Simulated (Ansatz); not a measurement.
# A sheet of BN under strain

A free-standing layer, 2 atoms in a cell of 2.509 × 2.509 Å at 60° (P-6m2), 0.00 Å between its outer nuclei. Ansatz: PBE+D3(BJ), PAW, 420 eV, 10×10×1 mesh. It is strained by x per cent equally along both axes, atoms relaxed; y is the tensile stress along x per length. Symmetry keeps the layer flat. The small cell can't ripple, as a free sheet would under compression.

```tsv
x (%)	y (N/m)
-4.0	-17.44
-2.0	-7.87
0.0	-0.01
2.0	6.46
4.0	11.75
7.0	?
```

Fit y = c1 x + c2 x² to the other rows, give the stiffness, and predict the missing row.

Least squares on the rows shown. y = 3.6355 x − 0.17772 x². The stiffness C11 + C12 is 100 c1 = 364 N/m. At x = 7.0 the fit asked for gives 16.74 N/m. The run gave 17.84 N/m, so the fit is 1.10 N/m too low, 3.1 % of the span of the series, against an rms of 0.08 N/m on the fitted rows. The row lies outside the fitted range. With a term in x³ added, a fit to the same known rows predicts 18.11 N/m, so most of the miss is curvature that the known rows already hold.

The reference crystal is a form of BN, which isn't its usual structure.